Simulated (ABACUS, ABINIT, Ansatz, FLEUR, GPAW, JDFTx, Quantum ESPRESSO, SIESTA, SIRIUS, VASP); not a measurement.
One calculation of SnO2, 11 ways

```
Sn O
1.0
     4.73800    0.00000    0.00000
     0.00000    4.73800    0.00000
     0.00000    0.00000    3.18650
Sn O
2 4
Direct
  0.50000 0.50000 0.50000
  0.00000 0.00000 0.00000
  0.80710 0.19290 0.50000
  0.69290 0.69290 0.00000
  0.19290 0.80710 0.50000
  0.30710 0.30710 0.00000
```

Alike in all runs: task single point; functional PBE; k mesh 6 × 6 × 8; occupations fermi-dirac, width 0.05 eV; no spin polarisation; no spin-orbit coupling. Pressure is positive in compression and, in plane waves, holds the error of the finite cutoff, which Ansatz's Pulay term estimates and takes out.

| program and potentials | plane-wave cutoff (eV) | notes | band gap (eV) | pressure (GPa) | largest force (eV/Å) |
| --- | --- | --- | --- | --- | --- |
| SIESTA, files PseudoDojo sr-pbe-0.4.1-standard, DZP (energy shift 0.003 Ry; two zetas on semicore shells) | - | atomic basis | 1.02 | 17.77 | 0.291 |
| ABACUS, PseudoDojo NC SR 0.4.1 PBE standard, plane waves | 1143 | - | 1.27 | 12.36 | 0.283 |
| GPAW, GPAW PAW data sets (gpaw-data 1.2.1) | 800 | - | 1.31 | 9.61 | 0.254 |
| VASP, PBE PAW files O, Sn_d, 520 eV | 520 | - | 1.27 | 11.80 | 0.294 |
| Quantum ESPRESSO, SSSP 1.3 efficiency PBE | 816 | - | 1.27 | 11.58 | 0.285 |
| SIRIUS, PseudoDojo 0.4.1 PBE standard (scalar relativistic) | 1152 | - | 1.27 | 12.38 | 0.284 |
| JDFTx, PseudoDojo-SR-PBE-0.5-standard | 1143 | - | 1.27 | 12.37 | 0.284 |
| ABINIT, JTH PAW PBE v2.0 | 626 | - | 1.28 | 10.04 | 0.259 |
| Ansatz, all-electron LAPW, scalar-relativistic | - | - | 1.29 | 11.03 | 0.273 |
| Ansatz, Ansatz PAW (earlier soft set) | 420 | Pulay term of +0.36 GPa included | 1.28 | 11.05 | 0.271 |
| FLEUR, all-electron, FLAPW | - | - | 1.28 | - | 0.271 |

Force on atom 3 (O), eV/Å:

| program and potentials | x | y | z |
| --- | --- | --- | --- |
| SIESTA, files PseudoDojo sr-pbe-0.4.1-standard, DZP (energy shift 0.003 Ry; two zetas on semicore shells) | -0.206 | 0.206 | 0.000 |
| ABACUS, PseudoDojo NC SR 0.4.1 PBE standard, plane waves | -0.200 | 0.200 | 0.000 |
| GPAW, GPAW PAW data sets (gpaw-data 1.2.1) | -0.180 | 0.180 | 0.000 |
| VASP, PBE PAW files O, Sn_d, 520 eV | -0.208 | 0.208 | 0.000 |
| Quantum ESPRESSO, SSSP 1.3 efficiency PBE | -0.201 | 0.201 | 0.000 |
| SIRIUS, PseudoDojo 0.4.1 PBE standard (scalar relativistic) | -0.201 | 0.201 | 0.000 |
| JDFTx, PseudoDojo-SR-PBE-0.5-standard | -0.201 | 0.201 | 0.000 |
| ABINIT, JTH PAW PBE v2.0 | -0.183 | 0.183 | 0.000 |
| Ansatz, all-electron LAPW, scalar-relativistic | -0.193 | 0.193 | 0.000 |
| Ansatz, Ansatz PAW (earlier soft set) | -0.192 | 0.192 | 0.000 |
| FLEUR, all-electron, FLAPW | -0.191 | 0.191 | 0.000 |

The band gap spans 1.02 (SIESTA, files PseudoDojo sr-pbe-0.4.1-standard, DZP (energy shift 0.003 Ry; two zetas on semicore shells)) to 1.31 eV (GPAW, GPAW PAW data sets (gpaw-data 1.2.1)), with all-electron results at 1.28 to 1.29. The pressure spans 9.61 (GPAW, GPAW PAW data sets (gpaw-data 1.2.1)) to 17.77 GPa (SIESTA, files PseudoDojo sr-pbe-0.4.1-standard, DZP (energy shift 0.003 Ry; two zetas on semicore shells)), with all-electron results at 11.03. The cell lies far from this level's equilibrium. The pressure on the cell as given of SIESTA, files PseudoDojo sr-pbe-0.4.1-standard, DZP (energy shift 0.003 Ry; two zetas on semicore shells) lies far from the others; the cause wasn't traced. Rows in atomic bases carry the error of their basis and grid, which can be large.

The functional is the same throughout but for its coding, so the spread measures potentials, basis and numerics; runs on potential files found faulty are left out.
